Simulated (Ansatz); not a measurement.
# Band table of In (simple hexagonal type)

```xyz
1
Lattice="3.2073 0.0000 0.0000 -1.6037 2.7776 0.0000 0.0000 0.0000 3.0420" Properties=species:S:1:pos:R:3 pbc="T T T"
In    0.0000    0.0000    0.0000
```

The cell comes from a relaxation on PAW files under the same functional, begun from a prototype that needn't be the stable phase.

Level of theory: DFT with PBE, scalar-relativistic, in Ansatz 0.2.0; a Γ-centred 15×15×14 k mesh, Fermi–Dirac smearing of 0.1 eV, no spin polarisation. LAPW: all electrons, basis error target 1 meV/atom.

This run: volume at 0.95 of the series' base cell.

Path points, in fractions of the reciprocal vectors: Γ (0.000, 0.000, 0.000), M (0.500, 0.000, 0.000), K (0.333, 0.333, 0.000), A (0.000, 0.000, 0.500), L (0.500, 0.000, 0.500), H (0.333, 0.333, 0.500). Levels in eV from the Fermi level; bands 5 to 13, counted from the lowest band of the run. The gap is zero, the pressure 1.83 GPa.

```
# k(1/Å) point b5 b6 b7 b8 b9 b10 b11 b12 b13
0.000 Γ -15.00 -14.64 -14.64 -14.29 -14.29 -9.33 7.11 9.60 9.60
0.283 - -14.97 -14.66 -14.59 -14.31 -14.29 -9.00 6.80 7.49 8.50
0.566 - -14.92 -14.68 -14.45 -14.38 -14.31 -8.01 2.82 6.89 8.58
0.848 - -14.91 -14.68 -14.44 -14.32 -14.31 -6.33 -0.76 5.76 9.06
1.131 M -14.92 -14.66 -14.46 -14.33 -14.25 -4.45 -3.28 5.37 8.87
1.294 - -14.90 -14.66 -14.46 -14.34 -14.27 -4.37 -3.14 4.14 10.25
1.458 - -14.85 -14.64 -14.45 -14.36 -14.33 -4.12 -2.75 2.14 11.77
1.621 - -14.80 -14.59 -14.43 -14.41 -14.38 -3.73 -2.11 0.23 12.24
1.784 K -14.79 -14.50 -14.50 -14.41 -14.41 -3.43 -1.25 -1.25 12.53
2.111 - -14.82 -14.64 -14.43 -14.38 -14.36 -5.35 -0.37 1.06 11.12
2.437 - -14.89 -14.69 -14.43 -14.39 -14.32 -7.56 2.64 4.04 9.05
2.764 - -14.97 -14.66 -14.57 -14.32 -14.30 -8.89 6.50 7.48 7.62
3.090 Γ -15.00 -14.64 -14.64 -14.29 -14.29 -9.33 7.11 9.60 9.60
3.348 - -14.93 -14.64 -14.64 -14.32 -14.32 -9.06 4.53 9.94 9.94
3.606 - -14.75 -14.63 -14.63 -14.39 -14.39 -8.25 1.15 10.91 10.91
3.865 - -14.62 -14.62 -14.58 -14.46 -14.46 -6.90 -1.83 12.26 12.26
4.123 A -14.61 -14.61 -14.51 -14.49 -14.49 -5.66 -3.62 13.13 13.13
4.406 - -14.63 -14.56 -14.53 -14.49 -14.45 -5.37 -3.27 10.31 11.85
4.688 - -14.69 -14.64 -14.52 -14.42 -14.31 -4.46 -2.29 6.22 8.60
4.971 - -14.75 -14.74 -14.54 -14.29 -14.17 -2.86 -0.87 2.53 5.69
5.254 L -14.78 -14.78 -14.55 -14.23 -14.11 -0.53 -0.52 0.09 4.23
5.417 - -14.77 -14.75 -14.56 -14.25 -14.11 -0.44 -0.39 0.18 4.31
5.580 - -14.75 -14.67 -14.59 -14.30 -14.12 -0.18 0.02 0.44 4.56
5.744 - -14.72 -14.64 -14.56 -14.38 -14.13 0.25 0.69 0.77 3.26
5.907 H -14.69 -14.69 -14.47 -14.47 -14.14 0.71 0.96 1.59 1.59
6.233 - -14.72 -14.61 -14.60 -14.41 -14.13 -1.87 -0.08 3.09 4.00
6.560 - -14.66 -14.64 -14.54 -14.47 -14.23 -4.04 -1.87 6.19 7.08
6.886 - -14.63 -14.56 -14.54 -14.50 -14.43 -5.27 -3.16 10.13 10.65
7.213 A -14.61 -14.61 -14.51 -14.49 -14.49 -5.66 -3.62 13.13 13.13
```
